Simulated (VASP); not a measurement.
C, 8 atoms in the cell. It takes space group P6_3/mmc (No. 194, hexagonal). Conventional cell: a = 2.522 Å, b = 2.522 Å, c = 8.237 Å, α = 90.00°, β = 90.00°, γ = 120.00°. C (site symmetry 3m) has 4 C at 1.54 Å as nearest neighbours. Around C (site symmetry 3m) lie 4 C at 1.54 Å. This is a hexagonal form of diamond, not graphite.

* Program: VASP 6.6.1
* Task: band structure
* Functional: TB-mBJ
* Potentials or basis: VASP PAW PBE potentials, release 64 (C)
* Cutoff: 520 eV
* k mesh: 12 × 12 × 4
* Occupations: fermi-dirac, width 0.05 eV
* Spin: no spin polarisation
* Further INCAR settings: ALGO = Normal; EDIFF = 1e-06

Potentials or basis: VASP PAW PBE potentials, release 64 (C).

Command:

```sh
$ cat potpaw_PBE.64/C/POTCAR > POTCAR
$ cp INCAR.step1 INCAR
$ mpirun -np 1 vasp_std > vasp.out
$ cp INCAR.step2 INCAR
$ mpirun -np 1 vasp_std > vasp.out
```

Hardware: 1 thread of Intel(R) Xeon(R) Platinum 8559C (Emerald Rapids) (shared host).

Question: How long does it take, and how much memory?

Answer: Wall time 2.3 min on 1 thread of Intel(R) Xeon(R) Platinum 8559C (Emerald Rapids), on a shared host, peak memory 0.21 GiB. Counts: scf iterations 47, k points 57.
